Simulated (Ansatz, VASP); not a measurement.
## Two plane-wave programs on Cs

File INCAR:

```
SYSTEM = Cs
PREC     = Accurate       ! precision mode
ENCUT    = 520            ! plane-wave cutoff, eV
EDIFF    = 1E-7           ! SCF threshold, eV
ISMEAR   = -1             ! smearing method
SIGMA    = 0.1            ! smearing width, eV
LREAL    = .FALSE.        ! projectors in reciprocal space
LASPH    = .TRUE.         ! aspherical terms in the spheres
NELM     = 80             ! most SCF steps
ALGO     = Normal         ! electronic algorithm
ISIF     = 2              ! what is computed and relaxed
LWAVE    = .FALSE.        ! write WAVECAR
LCHARG   = .FALSE.        ! write CHGCAR
GGA      = PE             ! functional
NBANDS   = 10             ! bands
```

Contents of KPOINTS:

```
Automatic mesh
0
G
  2 2 2
  0 0 0
```

POSCAR

```
Cs
1.0
   -3.0771709509      3.0771709509      3.0771709509
    3.0771709509     -3.0771709509      3.0771709509
    3.0771709509      3.0771709509     -3.0771709509
Cs
1
Direct
    0.0000000000      0.0000000000      0.0000000000
```

Input for Ansatz:

```yaml
crystal:
  lattice:
    - [-3.0771709509, 3.0771709509, 3.0771709509]
    - [3.0771709509, -3.0771709509, 3.0771709509]
    - [3.0771709509, 3.0771709509, -3.0771709509]
  atoms:
    - { symbol: Cs, position: [0.0, 0.0, 0.0] }
hamiltonian:
  xc: pbe
  pseudopotentials:
    kind: paw
    azcp:
      Cs: "pseudopotentials/Cs.paw.azcp"
basis:
  ecutwfc: 420
  fft_grid_basis: typed
kpoints:
  mp_grid: { grid: [2, 2, 2], shift: [0, 0, 0] }
magnetization:
  spin_polarized: false
scf:
  occupations: { method: fermi_dirac, width: 0.1 }
  lower_state_search: "off"
output:
  stress: true
  write_density: true
  write_potential: true
  elf: true
  volumetric_format: npy
```

Alike in both runs: task single point; functional PBE; k mesh 2 × 2 × 2; occupations fermi-dirac, width 0.1 eV; no spin polarisation.

```csv
,VASP,Ansatz
version,VASP 6.6.1,Ansatz 0.2.0
potentials or method,"VASP PAW PBE potentials, release 64 (Cs_sv)","plane waves (420 eV) with PAW, scalar-relativistic"
plane-wave cutoff (eV),520,420
valence electrons in the cell,9,9
```

|  | VASP | Ansatz | Ansatz less VASP |
| --- | --- | --- | --- |
| pressure (GPa) | -0.5 | -0.5 | +0.01 |

The functional is the same, so the differences come from potentials, cutoffs and numerics.

Caveats: the k mesh is coarse (spacing up to 0.72 Å⁻¹), so the values aren't converged. The runs have no spin-orbit coupling, so splittings on Cs are missing.
